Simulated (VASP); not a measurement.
# AlN (P6_3mc) in VASP: further runs

The runs below take AlN through relaxation of cell and atoms, relaxation of the atoms, with PBE.

All numbers are computed with VASP 6.6.1; they aren't measurements. Logs are shortened: lines on timing, memory, paths and dates and some standing lists are left out, and cuts for length are marked.

### Step 1. The crystal as given

It takes space group P6_3mc (No. 186, hexagonal). Conventional cell: a = 3.113 Å, b = 3.113 Å, c = 4.981 Å, α = 90.00°, β = 90.00°, γ = 120.00°. Al (site symmetry 3m) has 4 N at 1.89 Å as nearest neighbours. N (site symmetry 3m) has 4 Al at 1.89 Å as nearest neighbours.

### Step 2. Relaxation of cell and atoms, PBE

INCAR

```
SYSTEM = AlN
ALGO = Fast ; EDIFF = 1E-7
EDIFFG = -0.002 ; ENCUT = 520
GGA = PE ; IBRION = 2
ISIF = 3 ; ISMEAR = 0
LASPH = .TRUE. ; LCHARG = .FALSE.
LREAL = .FALSE. ; LWAVE = .FALSE.
NELM = 60 ; NSW = 80
PREC = Accurate ; SIGMA = 0.02
```

KPOINTS

```
k-points
0
G
  12 12 6
  0 0 0
```

POSCAR

```
AlN
1.0
    3.1130000000      0.0000000000      0.0000000000
   -1.5565000000      2.6959370800      0.0000000000
    0.0000000000      0.0000000000      4.9810000000
Al N
2 2
Direct
    0.3333333300      0.6666666700      0.0000000000
    0.6666666700      0.3333333300      0.5000000000
    0.3333333300      0.6666666700      0.3800000000
    0.6666666700      0.3333333300      0.8800000000
```

Potentials or basis: VASP PAW PBE potentials, release 64 (Al, N).

Run with:

```sh
$ cat potpaw_PBE.64/Al/POTCAR potpaw_PBE.64/N/POTCAR > POTCAR
$ mpirun -np 1 vasp_std > vasp.out
```

OUTCAR:

```text
SYSTEM = AlN
   EDIFF = 1E-7
   EDIFFG = -0.002
   ENCUT = 520
   GGA = PE
   IBRION = 2
   ISIF = 3
   ISMEAR = 0
   LASPH = .TRUE.
   LREAL = .FALSE.
   NELM = 60
   NSW = 80
   PREC = Accurate

 ion  position               nearest neighbor table
   1  0.333  0.667  0.000-   3 1.89   4 1.89   4 1.89   4 1.89   2 3.07   2 3.07   2 3.07   2 3.07
                             2 3.07   2 3.07
   2  0.667  0.333  0.500-   4 1.89   3 1.89   3 1.89   3 1.89   1 3.07   1 3.07   1 3.07   1 3.07
                             1 3.07   1 3.07
   3  0.333  0.667  0.380-   1 1.89   2 1.89   2 1.89   2 1.89
   4  0.667  0.333  0.880-   2 1.89   1 1.89   1 1.89   1 1.89

  LATTYP: Found a hexagonal cell.
 ALAT       =     3.1130000000
 C/A-ratio  =     1.6000642467

  Lattice vectors:

 A1 = (   3.1130000000,   0.0000000000,   0.0000000000)
 A2 = (  -1.5565000000,   2.6959370800,   0.0000000000)
 A3 = (   0.0000000000,   0.0000000000,   4.9810000000)

Analysis of symmetry for initial positions (statically):
=====================================================================
 Subroutine PRICEL returns:
 Original cell was already a primitive cell.

 Routine SETGRP: Setting up the symmetry group for a
 hexagonal supercell.

 Subroutine GETGRP returns: Found 12 space group operations
 (whereof  6 operations were pure point group operations)
 out of a pool of 24 trial point group operations.

The static configuration has the point symmetry C_3v.
 The point group associated with its full space group is C_6v.

Analysis of symmetry for dynamics (positions and initial velocities):
=====================================================================
 Subroutine PRICEL returns:
 Original cell was already a primitive cell.

 Routine SETGRP: Setting up the symmetry group for a
 hexagonal supercell.

 Subroutine GETGRP returns: Found 12 space group operations
 (whereof  6 operations were pure point group operations)
 out of a pool of 24 trial point group operations.

The dynamic configuration has the point symmetry C_3v.
 The point group associated with its full space group is C_6v.

 Subroutine INISYM returns: Found 12 space group operations
 (whereof  6 operations are pure point group operations),
 and found     1 'primitive' translations

----------------------------------------------------------------------------------------

                                     Primitive cell

  volume of cell :      41.8028

  direct lattice vectors                    reciprocal lattice vectors
     3.113000000  0.000000000  0.000000000     0.321233537  0.185464269  0.000000000
    -1.556500000  2.695937080  0.000000000     0.000000000  0.370928538  0.000000000
     0.000000000  0.000000000  4.981000000     0.000000000  0.000000000  0.200762899

  length of vectors
     3.113000000  3.112999998  4.981000000     0.370928538  0.370928538  0.200762899

  position of ions in fractional coordinates (direct lattice)
     0.333333330  0.666666670  0.000000000
     0.666666670  0.333333330  0.500000000
     0.333333330  0.666666670  0.380000000
     0.666666670  0.333333330  0.880000000

  ion indices of the primitive-cell ions
   primitive index   ion index
                 1           1
                 2           2
                 3           3
                 4           4

----------------------------------------------------------------------------------------

 KPOINTS: k-points

Automatic generation of k-mesh.
 Grid dimensions read from file:
 generate k-points for:   12   12    6

 Generating k-lattice:

  Cartesian coordinates                     Fractional coordinates (reciprocal lattice)
     0.026769461  0.015455356  0.000000000     0.083333333 -0.000000000  0.000000000
     0.000000000  0.030910712  0.000000000     0.000000000  0.083333333  0.000000000
     0.000000000  0.000000000  0.033460483     0.000000000  0.000000000  0.166666667

  Length of vectors
     0.030910711  0.030910712  0.033460483

  Shift w.r.t. Gamma in fractional coordinates (k-lattice)
     0.000000000  0.000000000  0.000000000

 Subroutine IBZKPT returns following result:
 ===========================================

 Found     76 irreducible k-points:

 Following reciprocal coordinates:
            Coordinates               Weight
  0.000000  0.000000  0.000000      1.000000
  0.083333  0.000000  0.000000      6.000000
  0.166667  0.000000  0.000000      6.000000
  0.250000  0.000000  0.000000      6.000000
  0.333333  0.000000  0.000000      6.000000
  0.416667  0.000000  0.000000      6.000000
[... 16 lines left out ...]
  0.250000  0.000000  0.166667     12.000000
  0.333333  0.000000  0.166667     12.000000
 [... further k-points ...]
   k-points           NKPTS =     76   k-points in BZ     NKDIM =     76   number of bands    NBANDS=     12
   number of dos      NEDOS =    301   number of ions     NIONS =      4
   total plane-waves  NPLWV =  23040
   dimension x,y,z NGX =    24 NGY =   24 NGZ =   40
   dimension x,y,z NGXF=    48 NGYF=   48 NGZF=   80
   ions per type =               2   2
   NGX,Y,Z   is equivalent  to a cutoff of  12.82, 12.82, 13.35 a.u.
   NGXF,Y,Z  is equivalent  to a cutoff of  25.63, 25.63, 26.70 a.u.
 SYSTEM =  AlN
   PREC   = accura    normal or accurate (medium, high low for compatibility)
   ISTART =      0    job   : 0-new  1-cont  2-samecut
   ICHARG =      2    charge: 1-file 2-atom 10-const
   ISPIN  =      1    spin polarized calculation?
   LNONCOLLINEAR =      F non collinear calculations
   LSORBIT =      F    spin-orbit coupling
   LASPH  =      T    aspherical Exc in radial PAW
   ENCUT  =  520.0 eV  38.22 Ry    6.18 a.u.   5.79  5.79  9.26*2*pi/ulx,y,z
   NELM   =     60;   NELMIN=  2; NELMDL= -5     # of ELM steps
   EDIFF  = 0.1E-06   stopping-criterion for ELM
   LREAL  =      F    real-space projection
   EDIFFG = -.2E-02   stopping-criterion for IOM
   NSW    =     80    number of steps for IOM
   IBRION =      2    ionic relax: 0-MD 1-quasi-New 2-CG
   NFREE  =      1    steps in history (QN), initial steepest desc. (CG)
   ISIF   =      3    stress and relaxation
   ISYM   =      2    0-nonsym 1-usesym 2-fastsym
   POTIM  = 0.5000    time-step for ionic-motion
   TEBEG  =    0.0;   TEEND  =   0.0 temperature during run
   PSTRESS=    0.0 pullay stress
   NELECT =      16.0000    total number of electrons
   NUPDOWN=      -1.0000    fix difference up-down
   EMIN   =  10.00;   EMAX   =-10.00  energy-range for DOS
   EFERMI =   0.00;   METHOD = LEGACY
   ISMEAR =     0;   SIGMA  =   0.02  broadening in eV -4-tet -1-fermi 0-gaus
   EFERMI_NEDOS =   21; number of points for ismear=-14 and -15
   IALGO  =     68    algorithm
   IMIX   =      4    mixing-type and parameters
     AMIX     =   0.40;   BMIX     =  1.00
     AMIX_MAG =   1.60;   BMIX_MAG =  1.00
  volume/ion in A,a.u.               =      10.45        70.52
  Fermi-wavevector in a.u.,A,eV,Ry     =   1.188629  2.246183 19.222843  1.412839
  Thomas-Fermi vector in A             =   2.324754
   LORBIT       =      0    0 simple, 1 ext, 2 COOP (PROOUT), +10 PAW based schemes
   GGA     = PE    functional components
   LHFCALC =     F    Hartree Fock is set to
   AEXX    =    0.0000 exact exchange contribution
   IVDW    =     0    specifies the selected vdW correction
   LEPSILON=     F    determine dielectric tensor
   LRPA    =     F    only Hartree local field effects (RPA)
 conjugate gradient relaxation of ions
 non-spin polarized calculation
 RMM-DIIS sequential band-by-band and
 Gauss-broadening in eV      SIGMA  =   0.02
  energy-cutoff  :      520.00
  volume of cell :       41.80
 maximum number of plane-waves:      1152
 NGX is ok and might be reduce to    24
   NGX = 11   NGY = 11   NGZ = 19

--------------------------------------- Ionic step        1  -------------------------------------------

 number of electron      15.9999997 magnetization

 Free energy of the ion-electron system (eV)
  ---------------------------------------------------
  ext. energy  EPLUGINS =         0.00000000
  ---------------------------------------------------
  free energy    TOTEN  =       -29.77128297 eV

  energy without entropy =      -29.77128297  energy(sigma->0) =      -29.77128297

------------------------ aborting loop because EDIFF is reached ----------------------------------------

  FORCE on cell =-STRESS in cart. coord.  units (eV):
  Direction    XX          YY          ZZ          XY          YZ          ZX
  --------------------------------------------------------------------------------------
  -------------------------------------------------------------------------------------
  Total        0.7596663      0.7596663      1.1924679      0.0000000     -0.0000000      0.0000000
  in kB       29.1157514     29.1157514     45.7037543      0.0000000     -0.0000000      0.0000000
  external PRESSURE =      34.6450857 kB  Pullay stress =       0.0000000 kB
[... 251 lines left out ...]
  energy  without entropy=      -29.7801175045  energy(sigma->0) =      -29.78011750

--------------------------------------- Ionic step        8  -------------------------------------------

 number of electron      15.9999998 magnetization

 Free energy of the ion-electron system (eV)
  ---------------------------------------------------
  ext. energy  EPLUGINS =         0.00000000
  ---------------------------------------------------
  free energy    TOTEN  =       -29.78011845 eV

  energy without entropy =      -29.78011845  energy(sigma->0) =      -29.78011845

 E-fermi :   6.0772     XC(G=0): -10.8329

 val. band max:        5.9757495681   @ k =   0.0000   0.0000   0.0000
 cond. band min:      10.0320707733   @ k =   0.0000   0.0000   0.0000
 fundamental gap:      4.0563212052
 Fermi energy:         6.0771982812

 k-point     1 :       0.0000    0.0000    0.0000
  band No.  band energies     occupation
      1      -9.0983      2.00000
      2      -7.0122      2.00000
      3       0.0648      2.00000
      4       5.1325      2.00000
      5       5.1325      2.00000
      6       5.7748      2.00000
      7       5.7748      2.00000
      8       5.9757      2.00000
      9      10.0321      0.00000
     10      12.4990      0.00000
     11      16.4429      0.00000
     12      17.0157      0.00000
[... 331 lines left out ...]
 k-point    24 :       0.3333    0.0000    0.1667
  band No.  band energies     occupation
      1      -7.8043      2.00000
      2      -6.6105      2.00000
      3       1.1323      2.00000
      4       2.0799      2.00000
      5       2.6817      2.00000
      6       4.2366      2.00000
      7       5.1966      2.00000
      8       5.3311      2.00000
      9      11.7609      0.00000
     10      12.5780      0.00000
     11      14.3310      0.00000
     12      16.0181      0.00000

 [... further k-points ...]

------------------------ aborting loop because EDIFF is reached ----------------------------------------

  FORCE on cell =-STRESS in cart. coord.  units (eV):
  Direction    XX          YY          ZZ          XY          YZ          ZX
  --------------------------------------------------------------------------------------
  -------------------------------------------------------------------------------------
  Total       -0.0004490     -0.0004490     -0.0028339      0.0000000      0.0000000      0.0000000
  in kB       -0.0169179     -0.0169179     -0.1067752      0.0000000      0.0000000      0.0000000
  external PRESSURE =      -0.0468703 kB  Pullay stress =       0.0000000 kB
[... 19 lines left out ...]
  FREE ENERGIE OF THE ION-ELECTRON SYSTEM (eV)
  ---------------------------------------------------
  free  energy   TOTEN  =       -29.7801184453 eV

  energy  without entropy=      -29.7801184453  energy(sigma->0) =      -29.78011845

 reached required accuracy - stopping structural energy minimisation
```

Wall time 93 s (1 thread of AMD EPYC 9R14 (Zen 4), shared host); peak memory 0.15 GiB.

What came out:

* Free energy: -29.7801 eV
* Relaxed volume: 10.63 Å³/atom
* Relaxed cell: a = 3.129 Å, b = 3.129 Å, c = 5.016 Å, α = 90.00°, β = 90.00°, γ = 120.00°
* Space group after relaxing (to 0.05 Å): P6_3mc (No. 186)
* Energy gained by relaxing: 2.2 meV/atom
* Ionic steps: 8
* Pressure after relaxing: 0.0 GPa
* Band gap on the k mesh: 4.06 eV, direct

The path:
| step | energy change (eV) | largest force (eV/Å) | pressure (GPa) | volume (Å³) |
| --- | --- | --- | --- | --- |
| 1 | 0.0000 | 0.1289 | 3.46 | 41.80 |
| 2 | -0.0018 | 0.0914 | -2.90 | 43.18 |
| 3 | -0.0088 | 0.0039 | 0.00 | 42.52 |
| 4 | -0.0088 | 0.0061 | 0.07 | 42.51 |
| 5 | -0.0088 | 0.0065 | 0.05 | 42.51 |
| 6 | -0.0088 | 0.0068 | 0.04 | 42.51 |
| 7 | -0.0088 | 0.0016 | -0.03 | 42.53 |
| 8 | -0.0088 | 0.0007 | 0.00 | 42.52 |

Final structure:
```
CELL_PARAMETERS angstrom
3.12858 0.00000 0.00000
-1.56429 2.70943 0.00000
0.00000 0.00000 5.01642
ATOMIC_POSITIONS crystal
Al 0.33333 0.66667 0.99926
Al 0.66667 0.33333 0.49926
N 0.33333 0.66667 0.38074
N 0.66667 0.33333 0.88074
```

Levels at points of the mesh, in eV from the valence-band top:
```
           k point  band 6  band 7  band 8  band 9  band 10  band 11
(0.00, 0.00, 0.00)   -0.20   -0.20    0.00    4.06     6.52    10.47
(0.50, 0.00, 0.00)   -2.05   -1.74   -0.68    5.76     5.77     8.04
(0.00, 0.00, 0.50)   -0.53   -0.53   -0.53    6.32     6.32    10.18
(0.50, 0.00, 0.50)   -1.44   -1.35   -1.35    5.25     5.25     9.15
```

### Step 3. Relaxation of cell and atoms, PBE

This run uses another cell than the first one, of 10.63 Å³/atom, 1.017 times its volume.

INCAR is that of step 2.

KPOINTS is that of step 2.

POSCAR

```
AlN                                     
1.0
    3.1285822098      0.0000000000      0.0000000000
   -1.5642911049      2.7094316695     -0.0000000000
   -0.0000000000      0.0000000000      5.0164164494
  Al              N             
     2     2
Direct
     0.3333333300000021    0.6666666699999979    0.9992562416560608
     0.6666666699999979    0.3333333300000021    0.4992562416560608
     0.3333333300000021    0.6666666699999979    0.3807437583439418
     0.6666666699999979    0.3333333300000021    0.8807437583439418
```

Potentials or basis: VASP PAW PBE potentials, release 64 (Al, N).

Run with:

```sh
$ cat potpaw_PBE.64/Al/POTCAR potpaw_PBE.64/N/POTCAR > POTCAR
$ mpirun -np 1 vasp_std > vasp.out
```

Wall time 28 s (1 thread of AMD EPYC 9R14 (Zen 4), shared host); peak memory 0.14 GiB.

Results (log left out):

```
Free energy             : -29.7805 eV
Pressure after relaxing : 0.0 GPa
Band gap on the k mesh  : 4.06 eV, direct
```

Final structure:
```
Al N
1.0
     3.12858    0.00000    0.00000
    -1.56429    2.70943    0.00000
     0.00000    0.00000    5.01642
Al N
2 2
Direct
  0.33333 0.66667 0.99926
  0.66667 0.33333 0.49926
  0.33333 0.66667 0.38074
  0.66667 0.33333 0.88074
```

Levels at points of the mesh, in eV from the valence-band top:
```tsv
k point	band 5	band 6	band 7	band 8	band 9	band 10	band 11	band 12
(0.00, 0.00, 0.00)	-0.84	-0.20	-0.20	0.00	4.06	6.52	10.47	11.04
(0.50, 0.00, 0.00)	-3.30	-2.05	-1.74	-0.68	5.76	5.77	8.04	10.16
(0.00, 0.00, 0.50)	-0.53	-0.53	-0.53	-0.53	6.32	6.32	10.18	10.18
(0.50, 0.00, 0.50)	-1.44	-1.44	-1.35	-1.35	5.25	5.25	9.16	9.16
```

Caveat: the relaxation stopped at its first step, so nothing moved. A k mesh can miss the band edges.

### Step 4. Relaxation of the atoms, PBE (a relaxed cell with its volume scaled by 0.98)

Changes to INCAR since step 3:

```diff
@@ -4,3 +4,3 @@
 GGA = PE ; IBRION = 2
-ISIF = 3 ; ISMEAR = 0
+ISIF = 2 ; ISMEAR = 0
 LASPH = .TRUE. ; LCHARG = .FALSE.
```

KPOINTS is that of step 3.

POSCAR

```
AlN                                     
1.0
    3.1075843811      0.0000000000      0.0000000000
   -1.5537921905      2.6912470164      0.0000000000
    0.0000000000      0.0000000000      4.9827482105
  Al              N             
     2     2
Direct
     0.3333333300000021    0.6666666699999979    0.9992562416560631
     0.6666666699999979    0.3333333300000021    0.4992562416560631
     0.3333333300000021    0.6666666699999979    0.3807437583439395
     0.6666666699999979    0.3333333300000021    0.8807437583439395
```

Run with:

```sh
$ cat potpaw_PBE.64/Al/POTCAR potpaw_PBE.64/N/POTCAR > POTCAR
$ mpirun -np 1 vasp_std > vasp.out
```

Wall time 35 s (1 thread of AMD EPYC 9R14 (Zen 4), shared host); peak memory 0.14 GiB.

It converged, with:

```yaml
Free_energy: -29.7694 eV
Energy_gained_by_relaxing: 0.0 meV/atom
Ionic_steps: 2
Pressure_after_relaxing: 4.1 GPa
Band_gap_on_the_k_mesh: 4.23 eV, direct
```

Stress tensor (GPa, compression positive):
```
4.22 0.00 0.00
0.00 4.22 0.00
0.00 0.00 3.83
```

Final structure:
```cif
data_structure
_symmetry_space_group_name_H-M 'P 1'
_symmetry_Int_Tables_number 1
_cell_length_a 3.1076
_cell_length_b 3.1076
_cell_length_c 4.9827
_cell_angle_alpha 90.000
_cell_angle_beta 90.000
_cell_angle_gamma 120.000
_cell_volume 41.67
loop_
_atom_site_label
_atom_site_type_symbol
_atom_site_fract_x
_atom_site_fract_y
_atom_site_fract_z
_atom_site_occupancy
Al1 Al 0.33333 0.66667 0.99917 1
Al2 Al 0.66667 0.33333 0.49917 1
N1 N 0.33333 0.66667 0.38083 1
N2 N 0.66667 0.33333 0.88083 1
```

Levels at points of the mesh, in eV from the valence-band top:
```csv
k point,band 4,band 5,band 6,band 7,band 8,band 9,band 10,band 11,band 12
"(0.00, 0.00, 0.00)",-0.86,-0.86,-0.21,-0.21,0.00,4.23,6.70,10.63,11.18
"(0.50, 0.00, 0.00)",-4.17,-3.34,-2.08,-1.77,-0.69,5.81,5.83,8.21,10.30
"(0.00, 0.00, 0.50)",-3.34,-0.54,-0.54,-0.54,-0.54,6.50,6.50,10.34,10.34
"(0.50, 0.00, 0.50)",-5.60,-1.46,-1.46,-1.37,-1.37,5.32,5.32,9.27,9.27
```

A k mesh can miss the band edges.
